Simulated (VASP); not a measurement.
Set up this calculation in VASP 6.6.1, as the native input.

* Task: relaxation of cell and atoms
* Functional: PBE
* Potentials or basis: VASP PAW PBE potentials, release 64 (Ta_pv)
* Cutoff: 520 eV
* k mesh: 18 × 18 × 18
* Occupations: methfessel-paxton, width 0.2 eV
* Spin: no spin polarisation
* Further INCAR settings: ALGO = Normal; EDIFF = 1e-07; IBRION = 2; EDIFFG = -0.002; NSW = 80; ISIF = 3

The structure of Ta lies in POSCAR:

```
Ta
1.0
   -1.6512800000      1.6512800000      1.6512800000
    1.6512800000     -1.6512800000      1.6512800000
    1.6512800000      1.6512800000     -1.6512800000
Ta
1
Direct
    0.0000000000      0.0000000000      0.0000000000
```

The input as run:

INCAR

```
PREC = Accurate
ENCUT = 520
EDIFF = 1E-7
ISMEAR = 1
SIGMA = 0.2
LREAL = F
LASPH = T
NELM = 80
ALGO = Normal
ISIF = 3
LWAVE = F
LCHARG = F
GGA = PE
IBRION = 2
NSW = 80
EDIFFG = -0.002
```

KPOINTS

```
Automatic mesh
0
Gamma
  18 18 18
```

Potentials or basis: VASP PAW PBE potentials, release 64 (Ta_pv).

The run is started by

```console
$ cat potpaw_PBE.64/Ta_pv/POTCAR > POTCAR
$ mpirun -np 1 vasp_std > vasp.out
```

Results of the run:

| Property | Result |
| --- | --- |
| Relaxed volume | 18.28 Å³/atom |
| Relaxed cell | a = 2.874 Å, b = 2.874 Å, c = 2.874 Å, α = 109.47°, β = 109.47°, γ = 109.47° |
| Space group after relaxing (to 0.05 Å) | Im-3m (No. 229) |
| Energy gained by relaxing | 2.5 meV/atom |
| Ionic steps | 15 |
| Pressure after relaxing | 0.0 GPa |
| Band gap on the k mesh | none (metal or under the smearing width) |

It took 2.1 min on 1 thread of AMD EPYC 7R13 Processor (Zen 3), with other jobs on the host, peak memory 0.14 GiB.
